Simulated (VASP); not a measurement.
# AlN (P6_3mc) in VASP: a series of runs, part 3 of 3

VASP 6.6.1.

### 5 Dielectric tensor, PBEsol

This run uses another cell than the first one, of 10.38 Å³/atom, 0.993 times its volume.

File INCAR:

```
PREC = Accurate ; ENCUT = 600
EDIFF = 1E-8 ; ISMEAR = 0
SIGMA = 0.03 ; LREAL = F
LASPH = T ; NELM = 80
ALGO = Normal ; ISIF = 2
LWAVE = F ; LCHARG = F
GGA = PS ; LEPSILON = T
```

File KPOINTS:

```
regular mesh
0
Gamma
  12 12 6
```

File POSCAR:

```
AlN                                     
1.0
    3.1059401663      0.0000000000     -0.0000000000
   -1.5529700831      2.6898230867      0.0000000000
    0.0000000000     -0.0000000000      4.9682496365
  Al              N             
     2     2
Direct
     0.3333333332999970    0.6666666667000030    0.9989248083139747
     0.6666666667000030    0.3333333332999970    0.4989248083139746
     0.3333333332999970    0.6666666667000030    0.3810751916860280
     0.6666666667000030    0.3333333332999970    0.8810751916860279
```

Potentials or basis: VASP PAW PBE potentials, release 64 (Al, N).

Command:

```bash
$ cat potpaw_PBE.64/Al/POTCAR potpaw_PBE.64/N/POTCAR > POTCAR
$ mpirun -np 1 vasp_std > vasp.out
```

OUTCAR:

```text
PREC = Accurate
   ENCUT = 600
   EDIFF = 1E-8
   ISMEAR = 0
   LREAL = F
   LASPH = T
   NELM = 80
   ISIF = 2
   GGA = PS
   LEPSILON = T

 ion  position               nearest neighbor table
   1  0.333  0.667  0.999-   4 1.89   4 1.89   4 1.89   3 1.90   2 3.06   2 3.06   2 3.06   2 3.06
                             2 3.06   2 3.06
   2  0.667  0.333  0.499-   3 1.89   3 1.89   3 1.89   4 1.90   1 3.06   1 3.06   1 3.06   1 3.06
                             1 3.06   1 3.06
   3  0.333  0.667  0.381-   2 1.89   2 1.89   2 1.89   1 1.90
   4  0.667  0.333  0.881-   1 1.89   1 1.89   1 1.89   2 1.90

  LATTYP: Found a hexagonal cell.
 ALAT       =     3.1059401663
 C/A-ratio  =     1.5995960548

  Lattice vectors:

 A1 = (   3.1059401663,   0.0000000000,   0.0000000000)
 A2 = (  -1.5529700831,   2.6898230867,   0.0000000000)
 A3 = (   0.0000000000,   0.0000000000,   4.9682496365)

Analysis of symmetry for initial positions (statically):
=====================================================================
 Subroutine PRICEL returns:
 Original cell was already a primitive cell.

 Routine SETGRP: Setting up the symmetry group for a
 hexagonal supercell.

[... 596 lines left out ...]

  energy without entropy =       -0.45983872

------------------------ aborting loop because EDIFF is reached ----------------------------------------

 PIEZOELECTRIC TENSOR FIELD DIRECTION 3  (e Angst)
 -----------------------------------------------------------------------------
     0.65852  0.00000  0.00000           (  0.00293  0.00000  0.00000)
     0.00000  0.65852  0.00000           (  0.00000  0.00293  0.00000)
     0.00000  0.00000 -0.98311           (  0.00000  0.00000 -0.00202)

 PIEZOELECTRIC TENSOR FIELD DIRECTION 3  (C/m^2)
 -----------------------------------------------------------------------------
     0.25419  0.00000  0.00000
     0.00000  0.25419  0.00000
     0.00000  0.00000 -0.37948

 MACROSCOPIC STATIC DIELECTRIC TENSOR (including local field effects in DFT)
 ------------------------------------------------------
           4.470475     0.000000     0.000000
           0.000000     4.470475     0.000000
           0.000000    -0.000000     4.704198
 ------------------------------------------------------

 PIEZOELECTRIC TENSOR (including local field effects)  for field in x, y, z        (e  Angst)
          XX          YY          ZZ          XY          YZ          ZX
  --------------------------------------------------------------------------------
  x    -0.00000     0.00000     0.00000     0.00000     0.00000     0.86072
  y    -0.00000     0.00000    -0.00000     0.00000     0.86072     0.00000
  z     0.65852     0.65852    -0.98311     0.00000     0.00000     0.00000

 PIEZOELECTRIC TENSOR (including local field effects)  for field in x, y, z        (C/m^2)
          XX          YY          ZZ          XY          YZ          ZX
  --------------------------------------------------------------------------------
  x    -0.00000     0.00000     0.00000     0.00000     0.00000     0.33224
  y    -0.00000     0.00000    -0.00000     0.00000     0.33224     0.00000
  z     0.25419     0.25419    -0.37948     0.00000     0.00000     0.00000

 BORN EFFECTIVE CHARGES (including local field effects) (in |e|, cummulative output)
 ---------------------------------------------------------------------------------
 ion    1
    1     2.51058     0.00000    -0.00000
    2     0.00000     2.51058     0.00000
    3     0.00000     0.00000     2.67603
 ion    2
    1     2.51058     0.00000    -0.00000
    2     0.00000     2.51058     0.00000
    3     0.00000     0.00000     2.67603
 ion    3
    1    -2.51058    -0.00000    -0.00000
    2    -0.00000    -2.51058    -0.00000
    3    -0.00000     0.00000    -2.67603
 ion    4
    1    -2.51058    -0.00000     0.00000
    2    -0.00000    -2.51058     0.00000
    3     0.00000     0.00000    -2.67603
```

OSZICAR:

```text
N       E                     dE             d eps       ncg     rms          rms(c)
DAV:   1     0.582129388414E+02    0.58213E+02   -0.83209E+03  1824   0.134E+03
DAV:   2    -0.313486524892E+02   -0.89562E+02   -0.83094E+02  2680   0.246E+02
[... 12 lines left out ...]
RMM:   4    -0.456350324081E+00   -0.20561E-01   -0.11668E-02  3080   0.779E-01    0.790E-02
RMM:   5    -0.459133588890E+00   -0.27833E-02   -0.20170E-04  3210   0.118E-01    0.199E-02
RMM:   6    -0.459619000122E+00   -0.48541E-03   -0.15115E-05  3296   0.296E-02    0.590E-03
RMM:   7    -0.459777650158E+00   -0.15865E-03   -0.61912E-07  3301   0.662E-03    0.251E-03
RMM:   8    -0.459840075630E+00   -0.62425E-04   -0.12209E-07  3299   0.292E-03    0.210E-04
RMM:   9    -0.459839302752E+00    0.77288E-06   -0.10614E-08  3366   0.377E-04    0.810E-05
RMM:  10    -0.459838719977E+00    0.58278E-06   -0.60962E-09  2787   0.185E-04    0.958E-06
```

stdout:

```text
POSCAR found type information on POSCAR AlN
 POSCAR found :  2 types and       4 ions
 scaLAPACK will be used
 -----------------------------------------------------------------------------
|                                                                             |
|                                                                             |
|     You enforced a specific xc type in the INCAR file but a different       |
[... 28 lines left out ...]
  Direction:   1
 dielectric tensor                  component  1 :     4.470    -0.152    -0.000
 Linear response to external field, progress :
  Direction:   2
 dielectric tensor                  component  2 :    -0.344     4.470    -0.000
 Linear response to external field, progress :
  Direction:   3
 dielectric tensor                  component  3 :    -0.309    -0.214     4.704
 Born effective charges drift removed
```

It took 6.4 min on 1 thread of AMD EPYC 9R45 (Zen 5), shared host; peak memory 0.45 GiB.

What came out:

```yaml
Band_gap_on_the_k_mesh: 4.18 eV, direct
Electronic_dielectric_tensor_diagonal: 4.47, 4.47, 4.70
Born_charges_mean_of_the_diagonal: Al +2.57; N -2.57 e
```

Levels at points of the mesh, in eV from the valence-band top:
| k point | band 5 | band 6 | band 7 | band 8 | band 9 | band 10 | band 11 | band 12 |
| --- | --- | --- | --- | --- | --- | --- | --- | --- |
| (0.00, 0.00, 0.00) | -0.89 | -0.23 | -0.23 | 0.00 | 4.18 | 6.61 | 10.56 | 11.07 |
| (0.50, 0.00, 0.00) | -3.40 | -2.13 | -1.82 | -0.71 | 5.69 | 5.69 | 8.13 | 10.21 |
| (0.00, 0.00, 0.50) | -0.57 | -0.57 | -0.57 | -0.57 | 6.43 | 6.43 | 10.26 | 10.26 |
| (0.50, 0.00, 0.50) | -1.50 | -1.50 | -1.39 | -1.39 | 5.20 | 5.20 | 9.16 | 9.16 |

Electronic dielectric tensor:
```
4.47 0.00 0.00
0.00 4.47 0.00
0.00 0.00 4.70
```

Born effective charge tensors (e):
atom 1, Al
```
2.51 0.00 0.00
0.00 2.51 0.00
0.00 0.00 2.68
```
atom 2, Al
```
2.51 0.00 0.00
0.00 2.51 0.00
0.00 0.00 2.68
```
atom 3, N
```
-2.51  0.00  0.00
 0.00 -2.51  0.00
 0.00  0.00 -2.68
```
atom 4, N
```
-2.51  0.00  0.00
 0.00 -2.51  0.00
 0.00  0.00 -2.68
```

Caveat: the PAW data sets were made with another functional, which shifts forces and pressure a little.

### 6 The runs side by side

| task | cell | by perturbation theory | gap on the mesh (eV) |
| --- | --- | --- | --- |
| phonons | relaxed | no | - |
| dielectric tensor | P6_3mc, 10.53 Å³/atom | - | 4.06 |
| dielectric tensor | P6_3mc, 10.38 Å³/atom | - | 4.18 |

Alike in all rows: level PBEsol; potentials or basis VASP PAW PBE potentials, release 64 (Al, N); no spin polarisation; k mesh 12 × 12 × 6; cutoff (eV) 600; smearing gaussian 0.03 eV.

Caveats: the PAW data sets were made with another functional, which shifts forces and pressure a little.

Total energies depend on the potentials used, so only differences within one code and one set of settings carry meaning.

### 7 Comparison with measurements

Step 3. Against the measured gap of AlN, 6.0343 eV (an exciton energy, a little under the gap; 0 K; quoted in “Structural and optical properties of self-assembled AlN nanowires grown on SiO2/Si substrates by molecular beam epitaxy”, 2024, arxiv:2402.00216), the calculated 4.06 eV is off by -1.98 eV. 2 values of this kind are on record (6.034 to 6.0343 eV); this one was drawn at random. The value is that of PBEsol on a finite k mesh, which can miss the band edges, without temperature or zero-point motion. Semilocal functionals fall short of measured gaps as a rule.

Step 5. Against the measured gap of AlN, 6.034 eV (an exciton energy, a little under the gap; 10 K; quoted in “Self-assembly of well-separated AlN nanowires directly on sputtered metallic TiN films”, 2019, arxiv:1910.07391), the calculated 4.18 eV is off by -1.86 eV. 2 values of this kind are on record (6.034 to 6.0343 eV); this one was drawn at random. The value is that of PBEsol on a finite k mesh, which can miss the band edges, without temperature or zero-point motion. Semilocal functionals fall short of measured gaps as a rule.
